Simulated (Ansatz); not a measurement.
Here is an Ansatz 0.2.0 calculation.

File input.yaml:

```yaml
crystal:
  lattice:
    - [3.488598, -3.132578, 0.0]
    - [3.488598, 3.132578, 0.0]
    - [-1.260235, 0.0, 3.11355]
  atoms:
    - { symbol: Bi, position: [0.753061, 0.753061, 0.857382] }
    - { symbol: Bi, position: [0.246939, 0.246939, 0.142618] }
hamiltonian:
  xc: revpbe
  pseudopotentials: { kind: paw }
  dispersion: d4
kpoints:
  mp_grid: { grid: [6, 6, 9] }
scf:
  occupations: { method: fermi_dirac, width: 0.05 }
output:
  forces: true
  stress: true
  eigenvalues: true
  write_density: true
  write_potential: true
  elf: true
  volumetric_format: npy
relax:
  f_tol: 0.01
  max_steps: 40
  cell: { stress_tol: 0.05 }
```

Potentials or basis: Ansatz PAW.

Command:

```sh
$ ansatz run input.yaml --threads 2 --pin off --max-ram 5632MiB --backend cpu --events-out ev --progress --plain --runs-dir out
```

**Question.** Estimate the relaxed volume.

**Answer.** 32.34 Å³/atom.

**Question.** What does it give for the space group after relaxing (to 0.05 Å)?

**Answer.** C2/m (No. 12).

**Question.** Estimate the relaxed cell.

**Answer.** a = 4.602 Å, b = 4.602 Å, c = 3.346 Å, α = 107.04°, β = 107.04°, γ = 82.22°.

**Question.** Estimate the band gap on the k mesh.

**Answer.** None (metal or under the smearing width).

Forces on the atoms (eV/Å):
```
Bi   0.004  0.000 -0.003
Bi  -0.004  0.000  0.003
```

Caveat: the plane-wave basis is chosen anew once the cell has moved, so the energies of steps on either side of that aren't comparable; spin-orbit coupling is left out, which moves the levels of the heavy elements; pairwise dispersion overbinds metals, which lowers pressure and volume; the PAW data sets come from PBE, with cores solved anew for the run's functional, which leaves a small shift of forces and pressure.
